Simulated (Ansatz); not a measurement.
# Na: a tetragonal deformation path

An exercise on one series of results from a longer session: the logs are not shown, and one member is left open.

Computed with Ansatz 0.2.0 (DFT PBE, scalar-relativistic, plane waves, PAW, unless a step's input says otherwise).

**The system as given**

The structure is cubic, space group Im-3m (No. 229). The conventional cell has a = 4.235 Å, b = 4.235 Å, c = 4.235 Å, α = 90.00°, β = 90.00°, γ = 90.00°. Na (site symmetry m-3m) has 8 Na at 3.67 Å in its first shell of neighbours.

Coordinates:

```cif
data_structure
_symmetry_space_group_name_H-M 'P 1'
_symmetry_Int_Tables_number 1
_cell_length_a 3.6676
_cell_length_b 3.6676
_cell_length_c 3.6676
_cell_angle_alpha 109.471
_cell_angle_beta 109.471
_cell_angle_gamma 109.471
_cell_volume 37.98
loop_
_atom_site_label
_atom_site_type_symbol
_atom_site_fract_x
_atom_site_fract_y
_atom_site_fract_z
_atom_site_occupancy
Na1 Na 0.00000 0.00000 0.00000 1
```

The cell is taken as given, not relaxed at this level.

**Zero of energy**

Reference values: F = -1486.4184 eV; pressure -0.20 GPa; largest force 0.000 eV/Å; gap on the mesh none (metal). It was computed beforehand with the settings of the runs below.

Set-up of the first run:

At fixed volume and fractional coordinates, lengths along (0.000, 0.000, 1.000) are scaled against those across it; ρ is that ratio over its starting value.

input.yaml

```yaml
crystal:
  lattice:
    - [-2.3769330413, 2.3769330413, 1.6804916602]
    - [2.3769330413, -2.3769330413, 1.6804916602]
    - [2.3769330413, 2.3769330413, -1.6804916602]
  atoms:
    - { symbol: Na, position: [0.0, 0.0, 0.0] }
basis:
  ecutwfc: 420
kpoints:
  mp_grid: { grid: [18, 18, 18] }
hamiltonian:
  xc: pbe
scf:
  occupations: { method: gaussian, width: 0.15 }
output:
  forces: true
  stress: true
  eigenvalues: true
  write_density: true
  write_potential: true
  elf: true
  volumetric_format: npy
```

On the command line:

```bash
ansatz run input.yaml --threads 1 --pin off --max-ram 2560MiB --backend cpu --events-out ev --progress --plain --runs-dir out
```

Among the steps run: At ρ = 0.707; At ρ = 1.414; ρ = 0.850; At ρ = 1.200; At ρ = 0.780; Point ρ = 1.300; At ρ = 0.920; At ρ = 1.100; ρ = 0.650; At ρ = 1.500; ρ = 0.960; ρ = 1.050.

One of the session's tables, all rows but one given; the rest of the session is left out.

| ρ | ΔE (meV/atom) | pressure (GPa) |
| --- | --- | --- |
| 0.650 | 88.9 | 0.3 |
| 0.707 | ? | ? |
| 0.780 | 18.2 | -0.1 |
| 0.850 | 5.6 | -0.2 |
| 0.920 | 0.9 | -0.2 |
| 0.960 | 0.1 | -0.2 |
| 1.000 | 0.0 | -0.2 |
| 1.050 | 0.1 | -0.2 |
| 1.100 | 0.2 | -0.2 |
| 1.200 | 0.3 | -0.2 |
| 1.300 | -0.1 | -0.2 |
| 1.414 | -0.5 | -0.2 |
| 1.500 | 0.1 | -0.2 |

**Question.** Estimate the row for ρ = 0.707.

Worked estimate for «ΔE (meV/atom)». A straight line through the neighbours (0.650, 88.9) and (0.780, 18.2) gives 88.9 + (18.2 − 88.9) × (0.707 − 0.650) / (0.780 − 0.650) = 57.9; a parabola fitted to 3 rows on both sides gives 50.3.

As computed: ΔE (meV/atom): 46.9; pressure (GPa): 0.0. In «ΔE (meV/atom)» the line misses by +11.0 and the parabola by +3.4.
